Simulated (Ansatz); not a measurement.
# HfO2 (P4_2/mnm) in Ansatz: reference runs

Aim: a first look at HfO2 with PBE, on the cell as given and on a disturbed one.

Program: Ansatz 0.2.0. These are calculated values, not measurements. Logs are shortened: lines on timing, memory, paths and dates and some standing lists are left out, and cuts for length are marked.

### Step 1. The structure

Symmetry: P4_2/mnm, No. 136, tetragonal system. The conventional cell has a = 4.814 Å, b = 4.814 Å, c = 3.205 Å, α = 90.00°, β = 90.00°, γ = 90.00°. Hf (site symmetry mmm) is surrounded by 6 O at 2.08 Å. O (site symmetry m2m) has 3 Hf at 2.08 Å as nearest neighbours.

Measurements of this composition are mostly on another form, of space group No. 14.

### Step 2. Single point, PBE

File input.yaml:

```yaml
crystal:
  lattice:
    - [4.81353299, 0.0, 0.0]
    - [0.0, 4.81353299, 0.0]
    - [0.0, 0.0, 3.20541541]
  atoms:
    - { symbol: Hf, position: [0.5, 0.5, 0.5] }
    - { symbol: Hf, position: [0.0, 0.0, 0.0] }
    - { symbol: O, position: [0.80504488, 0.19495512, 0.5] }
    - { symbol: O, position: [0.69495512, 0.69495512, 0.0] }
    - { symbol: O, position: [0.30504488, 0.30504488, 0.0] }
    - { symbol: O, position: [0.19495512, 0.80504488, 0.5] }
hamiltonian:
  xc: pbe
  pseudopotentials: { kind: paw }
kpoints:
  mp_grid: { grid: [6, 6, 8] }
scf:
  occupations: { method: fermi_dirac, width: 0.05 }
output:
  forces: true
  stress: true
  eigenvalues: true
```

Potentials or basis: Ansatz PAW.

The run is started by

```sh
$ ansatz run input.yaml --threads 2 --pin off --max-ram 5632MiB --backend cpu --events-out ev --progress --plain --runs-dir out
```

The program printed:

```text
Warning: RAYON_NUM_THREADS=2 ignored (pool sized by the plan → 2); use --threads N
Engine: ansatz 0.2.0, x86_64-unknown-linux-gnu
Pseudopotentials: kind: paw
Pseudopotential: Hf, paw, valence charge 26, recommended cutoff 420 eV (normal), Hf.paw.azcp
Pseudopotential: O, paw, valence charge 6, recommended cutoff 420 eV (normal), O.paw.azcp
Functional definition: PBE
  parameter kappa = 0.804
  parameter beta = 0.06672455060314922
  exchange = pbe_x(kappa = kappa, mu = beta*pi^2/3)
  correlation = pbe_c(beta = beta)
Crystal: 6 atoms, lattice volume = 74.270 Å³
Basis set: ecut = 420 eV, 1439 PW (Γ), exchange–correlation on 72×72×48 points (8 copies of the dense FFT grid, shifted against one another)
Bands: 46, of which v1, the nominal top of the filled ones, is band 38 counted from 1 (37 counted from 0)
Symmetry: 16 space group operations
Space group: P42/mnm (ITA 136), of the structure as read, at distance tolerance 4.2e-5 Å
k-points: 50 of 288
Non-local potential: Hf, projectors of the file, l = 0: 3, l = 1: 2, l = 2: 2, l = 3: 3
Non-local potential: O, projectors of the file, l = 0: 2, l = 1: 2, l = 2: 1
PAW form: soft (Blöchl's): semilocal exchange-correlation on the pseudo side does not see the compensation charge
PAW one-centre angular grid: Hf, 590 points (default); XC on 64 Gauss nodes
PAW one-centre angular grid: O, 110 points (default); XC on 64 Gauss nodes
Initial density: superposition of atomic densities (neutral atoms: chi_scale 0, normalization atom), corrected by the library's trained network
Initial wavefunctions: pseudopotential atomic-orbital guess
Functional: x = pbe(κ = 0.804, μ = 0.2195149727645171), c = pbe(β = 0.06672455060314922)
SCF iter   1: F=—  HF=-33723.133245 eV  |F-HF|=—  |Δ(HF+E_count)|=         —  Δρ=2.86e-3  dr2=4.92e-3  ethr=1.77e-3  ⟨swp⟩=5.6  Hψ=7523  notcnv=0  defer=9
preconditioner: auto → Resta (q_TF=auto, 2.739 Å⁻¹)  ε∞=5.1  [insulator: Δε(μ)=4.065 eV  Ē_g=18.016 eV  σ=0.050 eV  W_gap=1.00  n_scr=30 (ndim 8)  ℏωp=36.6 eV  f_vac=0.089  D(μ)=0.00/eV (n_scr^D=0)  ε∞_Penn≈5.1]
SCF iter   2: F=—  HF=-33723.133462 eV  |F-HF|=—  |Δ(HF+E_count)|=   2.18e-4  Δρ=1.48e-3  dr2=1.20e-3  ethr=6.47e-6  ⟨swp⟩=2.1  Hψ=4205  notcnv=0  defer=13
SCF iter   3: F=—  HF=-33723.133592 eV  |F-HF|=—  |Δ(HF+E_count)|=   1.30e-4  Δρ=5.97e-4  dr2=2.79e-4  ethr=1.58e-6  ⟨swp⟩=2.0  Hψ=2846  notcnv=0  defer=4
automatic band count: iteration 3 solves 45 bands in place of 46: the levels show a gap, and the empty bands left out lie too high to hold charge; the band table lists the bands solved (type scf.n_extra_bands for more)
SCF iter   4: F=—  HF=-33723.133608 eV  |F-HF|=—  |Δ(HF+E_count)|=   1.55e-5  Δρ=1.48e-4  dr2=1.18e-5  ethr=3.67e-7  ⟨swp⟩=2.0  Hψ=3833  notcnv=0  defer=4
SCF iter   5: F=—  HF=-33723.133544 eV  |F-HF|=—  |Δ(HF+E_count)|=   6.35e-5  Δρ=7.17e-5  dr2=2.73e-6  ethr=1.56e-8  ⟨swp⟩=2.0  Hψ=3939  notcnv=0  defer=4
SCF iter   6: F=—  HF=-33723.133545 eV  |F-HF|=—  |Δ(HF+E_count)|=   2.70e-7  Δρ=2.09e-5  dr2=2.54e-7  ethr=3.59e-9  ⟨swp⟩=2.0  Hψ=3976  notcnv=0  defer=4
SCF iter   7: F=-33723.133545 eV  HF=-33723.133545 eV  |F-HF|=1.38e-8  |Δ(HF+E_count)|=   2.33e-7  Δρ=5.60e-6  dr2=1.57e-8  ethr=1.32e-10  ⟨swp⟩=7.3  Hψ=9423  notcnv=0
SCF 1 converged in 7 iterations: F = -33723.133545 eV  dr2 = 1.57e-8
SCF converged after 7 iterations
Free energy (F): -33723.133545 eV
Harris-Foulkes:  -33723.133545 eV  (|F-HF|=1.38e-8)
Internal energy: -33723.133545 eV  (E = F + TS)
E sigma→0 (E₀):  -33723.133545 eV
Fermi energy:    14.697707 eV
--- Per-component energies (eV) ---
  E_band       = -102.060660
  E_kinetic    = 1545.978619
  E_local      = -12942.171825  (includes V_loc(G=0)·N_el)
  E_nonlocal   = -2292.810623
  E_hartree    = 5896.488770
  E_xc         = -895.704958
  E_vxc        = -909.553001  (∫ρ·V_xc dr)
  E_paw        = -14488.634391  (= ΣΔE_a)
  E_vpaw       = 2703.508772  (= ΣTr[D̂ρ^β])
  E_aug_tail   = 0.010058  (compensation charges beyond the density's cutoff)
  E_ewald      = -10546.289195
  E_smearing   = -0.000000  (= −TS)
  E_closure    = 0.000000  (closes the sum)
  Σ components = -33723.133545   (vs F -33723.133545, Δ=0.00e0)
--- Forces (eV/Å), atoms counted from 1 ---
  atom   1  Hf     0.00000000     0.00000000     0.00000000
  atom   2  Hf     0.00000000    -0.00000000     0.00000000
  atom   3  O     -0.05657519     0.05657519     0.00000000
  atom   4  O      0.05657519     0.05657519     0.00000000
  atom   5  O     -0.05657519    -0.05657519     0.00000000
  atom   6  O      0.05657519    -0.05657519     0.00000000
  max |Σ_I F_I| component: 2.08e-17 eV/Å
--- Stress (GPa, compression-positive) ---
        8.147508       0.000000       0.000000
        0.000000       8.147508       0.000000
        0.000000       0.000000       9.329549
  P = ⅓ Tr σ = 8.5415 GPa (85.415 kbar)
--- Band table (eV; the first three rows and the last of 50) ---
  k-point 0: bands = ["-47.6234", "-47.6131", "-16.6270", "-16.6270", "-16.3226", "-16.3226", "-16.2011", "-16.1379", "-5.0126", "-4.2280", "-3.0945", "-3.0945", "2.5056", "2.5056", "2.5137", "2.5493", "2.5493", "2.5499", "2.5557", "2.5557", "2.5791", "2.5862", "2.6041", "2.6083", "2.6959", "2.6959", "7.1506", "7.6333", "8.3145", "9.1195", "9.1195", "10.8758", "10.8758", "11.1085", "12.0294", "12.2825", "12.2825", "12.6654", "16.7053", "16.8750", "17.9823", "18.3481", "18.3481", "19.0505", "20.6597"]
  k-point 1: bands = ["-47.6199", "-47.6104", "-16.6000", "-16.6000", "-16.3206", "-16.3206", "-16.2979", "-16.2420", "-4.8251", "-4.0923", "-3.2028", "-3.2028", "2.5105", "2.5105", "2.5193", "2.5502", "2.5516", "2.5516", "2.5564", "2.5564", "2.5762", "2.5820", "2.5982", "2.6017", "2.6812", "2.6812", "7.4113", "7.8300", "8.4777", "9.1065", "9.1065", "10.6584", "11.0576", "11.0576", "11.4798", "12.0876", "12.0876", "12.5622", "17.0255", "17.3565", "17.8673", "18.2983", "18.2983", "19.4258", "20.4394"]
  k-point 2: bands = ["-47.6112", "-47.6039", "-16.5301", "-16.5301", "-16.5221", "-16.4833", "-16.3195", "-16.3195", "-4.3636", "-3.7868", "-3.4597", "-3.4597", "2.5235", "2.5235", "2.5387", "2.5466", "2.5540", "2.5540", "2.5612", "2.5612", "2.5693", "2.5724", "2.5760", "2.6056", "2.6477", "2.6477", "8.0936", "8.3015", "8.9519", "9.1704", "9.1704", "9.7451", "10.4469", "11.3438", "11.3438", "11.6335", "11.6335", "12.1907", "17.6558", "17.7166", "18.2312", "18.3873", "18.3873", "19.8549", "20.4320"]
  k-point 49: bands = ["-47.5968", "-47.5968", "-16.8099", "-16.8099", "-16.3923", "-16.3923", "-16.3629", "-16.3629", "-3.8705", "-3.8705", "-3.4642", "-3.4642", "2.5437", "2.5437", "2.5547", "2.5547", "2.5558", "2.5558", "2.5616", "2.5616", "2.5620", "2.5620", "2.5999", "2.5999", "2.6108", "2.6108", "8.5935", "8.5935", "8.6631", "8.6631", "9.5961", "9.5961", "10.6907", "10.6907", "11.5984", "11.5984", "12.2048", "12.2048", "17.8789", "17.8789", "18.6087", "18.6087", "19.1972", "19.1972", "22.1007"]
```

It took 7.6 s on 2 threads of Intel Xeon at 2.50GHz (Skylake/Cascade Lake), shared host; peak memory 0.46 GiB.

Results:

```
Free energy            : -33723.1335 eV
Pressure               : 8.5 GPa
Largest force          : 0.080 eV/Å
Band gap on the k mesh : 4.04 eV, direct
```

Forces on the atoms (eV/Å):
```
Hf   0.000  0.000  0.000
Hf   0.000  0.000  0.000
O   -0.057  0.057  0.000
O    0.057  0.057  0.000
O   -0.057 -0.057  0.000
O    0.057 -0.057  0.000
```

Caveat: the pressure holds a Pulay correction of +0.7 GPa for the finite cutoff; spin-orbit coupling is left out, which moves the levels of the heavy elements. A k mesh can miss the band edges.

### Step 3. Single point, PBE (atoms moved at random, drawn with an rms of 0.05 Å)

File input.yaml:

```yaml
crystal:
  lattice:
    - [4.81353299, 0.0, 0.0]
    - [0.0, 4.81353299, 0.0]
    - [0.0, 0.0, 3.20541541]
  atoms:
    - { symbol: Hf, position: [0.490651, 0.49807, 0.508858] }
    - { symbol: Hf, position: [0.00394, -0.002785, -0.013357] }
    - { symbol: O, position: [0.804935, 0.199421, 0.509941] }
    - { symbol: O, position: [0.687498, 0.690824, 0.001691] }
    - { symbol: O, position: [0.312842, 0.303869, 0.00825] }
    - { symbol: O, position: [0.192235, 0.800291, 0.512148] }
hamiltonian:
  xc: pbe
  pseudopotentials: { kind: paw }
kpoints:
  mp_grid: { grid: [6, 6, 8] }
scf:
  occupations: { method: fermi_dirac, width: 0.05 }
output:
  forces: true
  stress: true
  eigenvalues: true
```

Potentials or basis: Ansatz PAW.

The run is started by

```sh
$ ansatz run input.yaml --threads 2 --pin off --max-ram 5632MiB --backend cpu --events-out ev --progress --plain --runs-dir out
```

The program printed:

```text
Warning: RAYON_NUM_THREADS=2 ignored (pool sized by the plan → 2); use --threads N
[... 1 set-up line as earlier in the session ...]
[... 69 lines left out ...]
  k-point 1: bands = ["-47.7345", "-47.4595", "-16.6632", "-16.5850", "-16.3912", "-16.2965", "-16.2548", "-16.1392", "-4.8537", "-4.1399", "-3.2039", "-3.1450", "2.4143", "2.4201", "2.4234", "2.4374", "2.4493", "2.4610", "2.4641", "2.7118", "2.7164", "2.7243", "2.7495", "2.7664", "2.7730", "2.8055", "7.3986", "7.8156", "8.4630", "9.0395", "9.0823", "10.6681", "10.9812", "11.0890", "11.5012", "12.0366", "12.0985", "12.5987", "17.0588", "17.4568", "17.8751", "18.2231", "18.4219", "19.4116", "20.4284"]
  k-point 2: bands = ["-47.7269", "-47.4517", "-16.6282", "-16.5818", "-16.5356", "-16.3875", "-16.2726", "-16.2548", "-4.3999", "-3.8662", "-3.4336", "-3.3774", "2.4236", "2.4264", "2.4271", "2.4412", "2.4480", "2.4502", "2.4514", "2.7184", "2.7244", "2.7270", "2.7403", "2.7519", "2.7679", "2.7706", "8.0799", "8.2950", "8.8970", "9.0786", "9.2069", "9.7855", "10.4717", "11.2306", "11.3400", "11.5967", "11.7211", "12.2358", "17.6561", "17.7014", "18.2149", "18.3332", "18.5931", "19.8494", "20.3855"]
  k-point 147: bands = ["-47.7162", "-47.4406", "-16.9172", "-16.7177", "-16.4792", "-16.4677", "-16.2744", "-16.2379", "-3.9694", "-3.9356", "-3.4424", "-3.3110", "2.4156", "2.4273", "2.4283", "2.4328", "2.4371", "2.4695", "2.4827", "2.7142", "2.7190", "2.7208", "2.7304", "2.7315", "2.7711", "2.7834", "8.4800", "8.5460", "8.6849", "8.7651", "9.4858", "9.6891", "10.6478", "10.7731", "11.4750", "11.6492", "12.2364", "12.2434", "17.7080", "18.0253", "18.4160", "18.8234", "19.1856", "19.2298", "22.0174"]
```

It took 33 s on 2 threads of Intel Xeon at 2.50GHz (Skylake/Cascade Lake), shared host; peak memory 0.62 GiB.

Results:

```yaml
Free_energy: -33723.0252 eV
Pressure: 9.5 GPa
Largest_force: 1.278 eV/Å
Band_gap_on_the_k_mesh: 4.03 eV, direct
```

Forces on the atoms (eV/Å):
```
Hf   1.096  0.027 -0.140
Hf  -1.019  0.261  0.693
O    0.397 -0.370 -0.224
O    0.642  0.736  0.252
O   -0.951 -0.852 -0.050
O   -0.164  0.198 -0.531
```

Caveat: the pressure holds a Pulay correction of +0.7 GPa for the finite cutoff; spin-orbit coupling is left out, which moves the levels of the heavy elements. A k mesh can miss the band edges.
